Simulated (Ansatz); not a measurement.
MgS built on the rocksalt prototype (r2SCAN geometry), in Ansatz:

```yaml
crystal:
  lattice:
    - [0.00000, 2.60152, 2.60152]
    - [2.60152, 0.00000, 2.60152]
    - [2.60152, 2.60152, 0.00000]
  atoms:
    - { symbol: Mg, position: [0.00000, 0.00000, 0.00000] }
    - { symbol: S, position: [0.50000, 0.50000, 0.50000] }
```

G0W0@PBE with 193 empty bands, a screening cutoff of 180 eV and a 6×6×6 mesh (PAW, contour deformation) gives 4.246 eV over the mesh points, from a PBE gap of 2.788 eV; it sums over 201 bands with 181 plane waves in the screening and a wave cutoff of 420 eV. G0W0 here is at a finite number of bands, screening cutoff and k mesh, not at the basis limit. Calculated for a static, non-magnetic cell.

(1) Estimate the gap with empty bands 79, screening cutoff 100 eV.

(2) Estimate the gap with starting point r2SCAN.

## Answers

(1) 4.094 eV (-0.152 eV), from a Kohn-Sham gap of 2.788 eV.

(2) 4.617 eV (+0.371 eV), from a Kohn-Sham gap of 3.461 eV.
